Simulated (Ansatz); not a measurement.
**Moving the functional in KTaO3**

```cif
data_structure
_symmetry_space_group_name_H-M 'P 1'
_symmetry_Int_Tables_number 1
_cell_length_a 3.9883
_cell_length_b 3.9883
_cell_length_c 3.9883
_cell_angle_alpha 90.000
_cell_angle_beta 90.000
_cell_angle_gamma 90.000
_cell_volume 63.44
loop_
_atom_site_label
_atom_site_type_symbol
_atom_site_fract_x
_atom_site_fract_y
_atom_site_fract_z
_atom_site_occupancy
Ta1 Ta 0.00000 0.00000 0.00000 1
K1 K 0.50000 0.50000 0.50000 1
O1 O 0.00000 0.00000 0.50000 1
O2 O 0.00000 0.50000 0.00000 1
O3 O 0.50000 0.00000 0.00000 1
```

Kept alike: task band structure; k mesh 7 × 7 × 7; occupations fermi-dirac, width 0.05 eV; no spin polarisation. Program: Ansatz, all-electron LAPW, scalar-relativistic. The mesh is that of the run's cell of 5 atoms. No spin-orbit coupling.

```csv
functional,band gap (eV),pressure (GPa)
LDA,2.079,-5.54
PBE,2.232,5.48
PBEsol,2.139,-0.43
```

Pressure is positive in compression. Gaps are the smaller of the mesh's and the band path's.

The band gap runs from 2.079 (LDA) to 2.232 eV (PBE). From PBE: LDA -0.153; PBEsol -0.093. The pressure runs from -5.54 (LDA) to 5.48 GPa (PBE). From PBE: LDA -11.02; PBEsol -5.91. A positive pressure means that the functional's own cell is larger than the one given, a negative one that it is smaller.

The choice of functional matters far more for the equation of state than for the gap. At this cell LDA wants to contract and PBE to expand, while PBEsol is almost stress-free at -0.43 GPa. This is the familiar pattern of LDA overbinding and PBE underbinding: PBE's stronger gradient enhancement of exchange favours inhomogeneous densities and so softens the bonds, and PBEsol restores a weaker gradient dependence suited to dense solids.

Because the cell is shared, the small spread in gaps reflects the potentials themselves and not relaxation of the volume. All three gaps lie well below experiment, as expected for semilocal Kohn-Sham gaps between O 2p and Ta 5d t2g states, which lack the derivative discontinuity. Spin-orbit splitting of the t2g manifold would lower the conduction edge further, so it cannot explain the shortfall. PBEsol's near-zero pressure therefore supports its use for the lattice, not for the excitation energies. Nor does it settle the incipient ferroelectricity, since the soft polar mode is very sensitive to volume and needs a separate phonon calculation.
